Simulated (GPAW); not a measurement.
# TiB2 (P6/mmm) in GPAW: further runs

The runs below take TiB2 through relaxation of cell and atoms, single point, with PBEsol+D4, PBE.

All numbers are computed with GPAW 26.7.0; they aren't measurements. Logs are shortened: lines on timing, memory, paths and dates and some standing lists are left out, and cuts for length are marked. The log counts tension as positive stress, the text compression.

### 1 Starting point

It takes space group P6/mmm (No. 191, hexagonal). The conventional cell has a = 3.029 Å, b = 3.029 Å, c = 3.228 Å, α = 90.00°, β = 90.00°, γ = 120.00°. Ti (site symmetry 6/mmm) has 12 B at 2.38 Å as nearest neighbours. Around B (site symmetry -6m2) lie 3 B at 1.75 Å.

### 2 Relaxation of cell and atoms, PBEsol+D4

run.py

```python
from ase import Atoms
from ase.calculators.mixing import SumCalculator
from ase.filters import FrechetCellFilter
from ase.io import write
from ase.optimize import BFGS
from dftd4.ase import DFTD4
from gpaw import GPAW, PW, setup_paths

setup_paths.insert(0, '.')

atoms = Atoms(['Ti', 'B', 'B'],
              cell=[[3.0292, 0.0, 0.0],
                    [-1.5146, 2.6233641531, 0.0],
                    [0.0, 0.0, 3.2284]],
              scaled_positions=[[0.0, 0.0, 0.0],
                                [0.6666666667, 0.3333333333, 0.5],
                                [0.3333333333, 0.6666666667, 0.5]],
              pbc=True)

calc = GPAW(mode=PW(800),
            xc='PBEsol',
            kpts={'size': (7, 7, 6), 'gamma': True},
            occupations={'name': 'fermi-dirac', 'width': 0.05},
            nbands=20,
            convergence={'density': 1e-05, 'forces': 0.0001},
            maxiter=150,
            txt='gpaw.txt')
atoms.calc = SumCalculator([calc, DFTD4(method='pbesol')])
opt = BFGS(FrechetCellFilter(atoms), trajectory='relax.traj', logfile='-')
done = opt.run(fmax=0.02, steps=60)
calc.write('gs.gpw')
write('result.traj', atoms)
print('Converged:', done)
print('Cell:', atoms.cell.cellpar().round(4))
print('Volume:', round(atoms.get_volume(), 4))
print(atoms.get_scaled_positions().round(5))
```

Potentials or basis: PAW data sets generated in the run's folder for this functional, pw.

Started as:

```
gpaw-setup -f PBEsol B Ti
OMP_NUM_THREADS=1 python run.py
```

gpaw.txt:

```text
__  _  _
 | _ |_)|_||  |
 |__||  | ||/\| - 26.7.0

Input parameters:
  mode=PW(ecut=800.0),
  convergence={'density': 1e-05, 'forces': 0.0001},
  kpts=MonkhorstPack(size=(7, 7, 6), gamma=True),
  maxiter=150,
  nbands=20,
  occupations=Occupations(name='fermi-dirac', width=0.05),
  xc=XC(name='PBEsol')

Diagonalizing LCAO Hamiltonian
Converting LCAO to pw mode

         B  B

       Ti

Atoms  # Å, Bohr magnetons
|   | symbol |         x |        y |        z |    initial magnetic moments |
|---|--------|-----------|----------|----------|-----------------------------|
| 0 |     Ti |  0.000000 | 0.000000 | 0.000000 | ( 0.0000,  0.0000,  0.0000) |
| 1 |      B |  1.514600 | 0.874455 | 1.614200 | ( 0.0000,  0.0000,  0.0000) |
| 2 |      B | -0.000000 | 1.748909 | 1.614200 | ( 0.0000,  0.0000,  0.0000) |

Unit cell  # Å
| periodic |         x |        y |        z |  lengths |     angles |
|----------|-----------|----------|----------|----------|------------|
|      yes |  3.029200 | 0.000000 | 0.000000 | 3.029200 |  90.000000 |
|      yes | -1.514600 | 2.623364 | 0.000000 | 3.029200 |  90.000000 |
|      yes |  0.000000 | 0.000000 | 3.228400 | 3.228400 | 120.000000 |

Number of symmetries: 24
Symmetry operations  # r_c * U_cc + t_c -> r_c
|    | kind |            matrix            |
|----|------|------------------------------|
|  0 |  σ   |  1, 1, 0,  0,-1, 0,  0, 0, 1 |
|  1 |  C2  |  1, 1, 0,  0,-1, 0,  0, 0,-1 |
|  2 |  C6  |  1, 1, 0, -1, 0, 0,  0, 0, 1 |
|  3 |  S6  |  1, 1, 0, -1, 0, 0,  0, 0,-1 |
|  4 |  E   |  1, 0, 0,  0, 1, 0,  0, 0, 1 |
|  5 |  σ   |  1, 0, 0,  0, 1, 0,  0, 0,-1 |
|  6 |  σ   |  1, 0, 0, -1,-1, 0,  0, 0, 1 |
|  7 |  C2  |  1, 0, 0, -1,-1, 0,  0, 0,-1 |
|  8 |  σ   |  0, 1, 0,  1, 0, 0,  0, 0, 1 |
|  9 |  C2  |  0, 1, 0,  1, 0, 0,  0, 0,-1 |
| 10 |  C3  |  0, 1, 0, -1,-1, 0,  0, 0, 1 |
| 11 |  S3  |  0, 1, 0, -1,-1, 0,  0, 0,-1 |
| 12 |  C6  |  0,-1, 0,  1, 1, 0,  0, 0, 1 |
| 13 |  S6  |  0,-1, 0,  1, 1, 0,  0, 0,-1 |
| 14 |  σ   |  0,-1, 0, -1, 0, 0,  0, 0, 1 |
| 15 |  C2  |  0,-1, 0, -1, 0, 0,  0, 0,-1 |
| 16 |  σ   | -1, 0, 0,  1, 1, 0,  0, 0, 1 |
| 17 |  C2  | -1, 0, 0,  1, 1, 0,  0, 0,-1 |
| 18 |  C2  | -1, 0, 0,  0,-1, 0,  0, 0, 1 |
| 19 |  i   | -1, 0, 0,  0,-1, 0,  0, 0,-1 |
| 20 |  C3  | -1,-1, 0,  1, 0, 0,  0, 0, 1 |
| 21 |  S3  | -1,-1, 0,  1, 0, 0,  0, 0,-1 |
[... 187 lines left out ...]
|         15 |        18.340 |     0.000 |
|         16 |        20.497 |     0.000 |
|        ... |               |           |
|         19 |        35.356 |     0.000 |

No gap
No difference between direct/indirect transitions

Stress tensor  # eV/Ang^3
|         x |         y |        z |
|-----------|-----------|----------|
|  0.022220 | -0.000000 | 0.000000 |
| -0.000000 |  0.022220 | 0.000000 |
|  0.000000 |  0.000000 | 0.042582 |

Forces  # eV/Ang
|       x |        y |       z |
|---------|----------|---------|
| 0.00000 | -0.00000 | 0.00000 |  # Ti   0
| 0.00000 |  0.00000 | 0.00000 |  # B    1
| 0.00000 | -0.00000 | 0.00000 |  # B    2

Diagonalizing LCAO Hamiltonian
Converting LCAO to pw mode

         B  B

       Ti

Atoms  # Å, Bohr magnetons
|   | symbol |        x |         y |        z |    initial magnetic moments |
|---|--------|----------|-----------|----------|-----------------------------|
| 0 |     Ti | 0.000000 | -0.000000 | 0.000000 | ( 0.0000,  0.0000,  0.0000) |
| 1 |      B | 1.511742 |  0.872805 | 1.609371 | ( 0.0000,  0.0000,  0.0000) |
| 2 |      B | 0.000000 |  1.745609 | 1.609371 | ( 0.0000,  0.0000,  0.0000) |

Unit cell  # Å
| periodic |         x |        y |         z |  lengths |     angles |
|----------|-----------|----------|-----------|----------|------------|
|      yes |  3.023483 | 0.000001 |  0.000000 | 3.023483 |  90.000000 |
|      yes | -1.511741 | 2.618413 | -0.000000 | 3.023483 |  90.000000 |
|      yes |  0.000000 | 0.000000 |  3.218742 | 3.218742 | 119.999979 |

Number of symmetries: 8
Symmetry operations  # r_c * U_cc + t_c -> r_c
|   | kind |            matrix            |
|---|------|------------------------------|
| 0 |  E   |  1, 0, 0,  0, 1, 0,  0, 0, 1 |
| 1 |  σ   |  1, 0, 0,  0, 1, 0,  0, 0,-1 |
| 2 |  σ   |  0, 1, 0,  1, 0, 0,  0, 0, 1 |
| 3 |  C2  |  0, 1, 0,  1, 0, 0,  0, 0,-1 |
| 4 |  σ   |  0,-1, 0, -1, 0, 0,  0, 0, 1 |
| 5 |  C2  |  0,-1, 0, -1, 0, 0,  0, 0,-1 |
| 6 |  C2  | -1, 0, 0,  0,-1, 0,  0, 0, 1 |
| 7 |  i   | -1, 0, 0,  0,-1, 0,  0, 0,-1 |
[... 185 lines left out ...]
|         15 |        18.465 |     0.000 |
|         16 |        20.680 |     0.000 |
|        ... |               |           |
|         19 |        35.587 |     0.000 |

No gap
No difference between direct/indirect transitions

Stress tensor  # eV/Ang^3
|        x |        y |        z |
|----------|----------|----------|
| 0.011853 | 0.000001 | 0.000000 |
| 0.000001 | 0.011854 | 0.000000 |
| 0.000000 | 0.000000 | 0.031937 |

Forces  # eV/Ang
|        x |        y |       z |
|----------|----------|---------|
|  0.00000 |  0.00000 | 0.00000 |  # Ti   0
|  0.00000 | -0.00000 | 0.00000 |  # B    1
| -0.00000 |  0.00000 | 0.00000 |  # B    2
[... 242 lines left out ...]
         B
            B

       Ti

Atoms  # Å, Bohr magnetons
|   | symbol |         x |        y |        z |    initial magnetic moments |
|---|--------|-----------|----------|----------|-----------------------------|
| 0 |     Ti | -0.000000 | 0.000000 | 0.000000 | ( 0.0000,  0.0000,  0.0000) |
| 1 |      B |  1.500027 | 0.866043 | 1.585855 | ( 0.0000,  0.0000,  0.0000) |
| 2 |      B |  0.000002 | 1.732083 | 1.585855 | ( 0.0000,  0.0000,  0.0000) |

Unit cell  # Å
| periodic |         x |         y |        z |  lengths |     angles |
|----------|-----------|-----------|----------|----------|------------|
|      yes |  3.000051 |  0.000003 | 0.000000 | 3.000051 |  90.000000 |
|      yes | -1.500022 |  2.598122 | 0.000000 | 3.000051 |  90.000000 |
|      yes |  0.000000 | -0.000000 | 3.171709 | 3.171709 | 119.999867 |
[... 684 lines left out ...]
Forces  # eV/Ang
|        x |        y |       z |
|----------|----------|---------|
|  0.00000 | -0.00000 | 0.00000 |  # Ti   0
| -0.00001 |  0.00000 | 0.00000 |  # B    1
|  0.00001 | -0.00000 | 0.00000 |  # B    2

# Writing to gs.gpw (mode='')
```

It took 81 s on 1 thread of Intel Xeon 6975P-C (Granite Rapids), shared host; peak memory 0.31 GiB.

Results:

```yaml
Free_energy: -25.3598 eV
Relaxed_volume: 8.25 Å³/atom
Relaxed_cell: a = 3.008 Å, b = 3.008 Å, c = 3.158 Å, α = 90.00°, β = 90.00°, γ = 120.00°
Space_group_after_relaxing_to_0.05_Å: P6/mmm (No. 191)
Energy_gained_by_relaxing: 9.0 meV/atom
Ionic_steps: 6
Pressure_after_relaxing: -0.1 GPa
Band_gap_on_the_k_mesh: none (metal or under the smearing width)
Dispersion_energy_per_atom: -0.206 eV
```

Step by step:
```tsv
step	energy change (eV)	largest force (eV/Å)	pressure (GPa)	volume (Å³)
1	0.0000	0.0000	-8.88	25.66
2	-0.0087	0.0000	-7.27	25.48
3	-0.0254	0.0000	0.70	24.70
4	-0.0259	0.0000	0.42	24.72
5	-0.0271	0.0000	-0.28	24.76
6	-0.0271	0.0000	-0.10	24.74
```

Final structure:
```yaml
crystal:
  lattice:
    - [3.00782, 0.00000, 0.00000]
    - [-1.50391, 2.60485, 0.00000]
    - [0.00000, 0.00000, 3.15823]
  atoms:
    - { symbol: Ti, position: [0.00000, 0.00000, 0.00000] }
    - { symbol: B, position: [0.66667, 0.33333, 0.50000] }
    - { symbol: B, position: [0.33333, 0.66667, 0.50000] }
```

Caveat: later steps reuse the first step's grids; pairwise dispersion overbinds metals, which lowers pressure and volume.

### 3 Single point, PBE

run.py

```python
from ase import Atoms
from ase.dft.bandgap import bandgap
from ase.io import write
from ase.units import GPa
from gpaw import GPAW, PW

atoms = Atoms(['Ti', 'B', 'B'],
              cell=[[3.0292, 0.0, 0.0],
                    [-1.5146, 2.6233641531, 0.0],
                    [0.0, 0.0, 3.2284]],
              scaled_positions=[[0.0, 0.0, 0.0],
                                [0.6666666667, 0.3333333333, 0.5],
                                [0.3333333333, 0.6666666667, 0.5]],
              pbc=True)

calc = GPAW(mode=PW(600),
            xc='PBE',
            kpts={'size': (8, 8, 7), 'gamma': True},
            occupations={'name': 'fermi-dirac', 'width': 0.05},
            nbands=20,
            maxiter=120,
            txt='gpaw.txt')
atoms.calc = calc
energy = atoms.get_potential_energy()
forces = atoms.get_forces()
stress = atoms.get_stress()
calc.write('gs.gpw')
write('result.traj', atoms)
print(f'Energy: {energy:.6f} eV')
print('Forces (eV/A):')
print(forces.round(4))
print('Stress (GPa):', (stress / GPa).round(3))
print('Fermi level:', round(calc.get_fermi_level(), 4), 'eV')
print(f'Gap: {bandgap(calc)[0]:.4f} eV, direct: {bandgap(calc, direct=True)[0]:.4f} eV')
```

Potentials or basis: GPAW PAW data sets (gpaw-data 1.2.1), pw.

Started as:

```
OMP_NUM_THREADS=1 python run.py
```

gpaw.txt:

```text
__  _  _
 | _ |_)|_||  |
 |__||  | ||/\| - 26.7.0

Input parameters:
  mode=PW(ecut=600.0),
  kpts=MonkhorstPack(size=(8, 8, 7), gamma=True),
  maxiter=120,
  nbands=20,
  occupations=Occupations(name='fermi-dirac', width=0.05),
  xc=XC(name='PBE')

Diagonalizing LCAO Hamiltonian
Converting LCAO to pw mode

         B  B

       Ti

Atoms  # Å, Bohr magnetons
|   | symbol |         x |        y |        z |    initial magnetic moments |
|---|--------|-----------|----------|----------|-----------------------------|
| 0 |     Ti |  0.000000 | 0.000000 | 0.000000 | ( 0.0000,  0.0000,  0.0000) |
| 1 |      B |  1.514600 | 0.874455 | 1.614200 | ( 0.0000,  0.0000,  0.0000) |
| 2 |      B | -0.000000 | 1.748909 | 1.614200 | ( 0.0000,  0.0000,  0.0000) |

Unit cell  # Å
| periodic |         x |        y |        z |  lengths |     angles |
|----------|-----------|----------|----------|----------|------------|
|      yes |  3.029200 | 0.000000 | 0.000000 | 3.029200 |  90.000000 |
|      yes | -1.514600 | 2.623364 | 0.000000 | 3.029200 |  90.000000 |
|      yes |  0.000000 | 0.000000 | 3.228400 | 3.228400 | 120.000000 |

Number of symmetries: 24
[... 175 lines left out ...]
Energy contributions:
  Kinetic:          20.718606
  Coulomb:         -18.828241
  Zero:              0.042123
  External:          0.000000
  Xc:              -25.170472
  Entropy:          -0.000587
  Spinorbit:         0.000000
  ----------------------------
  Free energy:     -23.238571
  Extrapolated:    -23.238278

dipole moment: (-4.821335, -8.350797, -10.276772)  # |e|*Ang

Fermi level: 11.532
Eigenvalues  # (at kpt = [0.000, 0.000, 0.000])
| band index |      eig [eV] | occ [0-2] |
|------------|---------------|-----------|
|          0 |       -45.456 |     2.000 |
|          1 |       -21.826 |     2.000 |
|          2 |       -21.505 |     2.000 |
|          3 |       -21.505 |     2.000 |
|          4 |        -2.034 |     2.000 |
|          5 |         8.867 |     2.000 |
[... 9 lines left out ...]
|         15 |        18.390 |     0.000 |
|         16 |        20.591 |     0.000 |
|        ... |               |           |
|         19 |        35.445 |     0.000 |

No gap
No difference between direct/indirect transitions

Forces  # eV/Ang
|        x |        y |       z |
|----------|----------|---------|
| -0.00000 |  0.00000 | 0.00000 |  # Ti   0
| -0.00000 | -0.00000 | 0.00000 |  # B    1
|  0.00000 | -0.00000 | 0.00000 |  # B    2

Stress tensor  # eV/Ang^3
|         x |         y |        z |
|-----------|-----------|----------|
| -0.005150 | -0.000000 | 0.000000 |
| -0.000000 | -0.005150 | 0.000000 |
|  0.000000 |  0.000000 | 0.005216 |

# Writing to gs.gpw (mode='')
```

stdout:

```text
Energy: -23.238278 eV
Forces (eV/A):
[[-0.  0.  0.]
 [-0. -0.  0.]
 [ 0. -0.  0.]]
Stress (GPa): [-0.825 -0.825  0.836  0.     0.    -0.   ]
Fermi level: 11.5322 eV
Gap: 0.0000 eV, direct: 0.0000 eV
```

It took 35 s on 1 thread of Intel Xeon at 2.50GHz (Skylake/Cascade Lake), shared host; peak memory 0.15 GiB.

What came out:

```
Free energy            : -23.2386 eV
Pressure               : 0.3 GPa
Band gap on the k mesh : none (metal or under the smearing width)
```

Stress tensor (GPa, compression positive):
```
 0.83  0.00  0.00
 0.00  0.83  0.00
 0.00  0.00 -0.84
```

Caveat: the cutoff is short for stress and forces, so pressures can be off by a GPa or more.
